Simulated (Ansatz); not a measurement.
The system is MgO.

```xyz
2
Lattice="0.0000 2.0970 2.0970 2.0970 0.0000 2.0970 2.0970 2.0970 0.0000" Properties=species:S:1:pos:R:3 pbc="T T T"
Mg    0.0000    0.0000    0.0000
O     2.0970    2.0970    2.0970
```

The cell is a database's computed one.

Base run:

| Property | Result |
| --- | --- |
| Program | Ansatz 0.2.0 |
| Functional | RPBE |
| Dispersion | D3(BJ) |
| Potentials or basis | Ansatz PAW |
| Cutoff | 420 eV |
| Density cutoff | 1680 eV |
| k mesh | 11 × 11 × 11 |
| Occupations | fixed |
| Spin | no spin polarisation |

Its results: band gap on the k mesh 4.98 eV, direct; pressure -14.6 GPa.

Q: The run is repeated on the same cell with these changes: functional from RPBE to BPBE. What comes out?

A: Band gap on the k mesh 4.92 eV, direct; pressure -4.2 GPa.

Caveats: the potentials were made for another functional, which shifts forces and pressure; odd divisions of the mesh miss points on the zone boundary, where band edges often lie, so the gap on the mesh can be too wide; the PAW data sets come from PBE, with cores solved anew for the run's functional, which leaves a small shift of forces and pressure.

A k mesh can miss the band edges.

Not every run made on this cell is shown here.
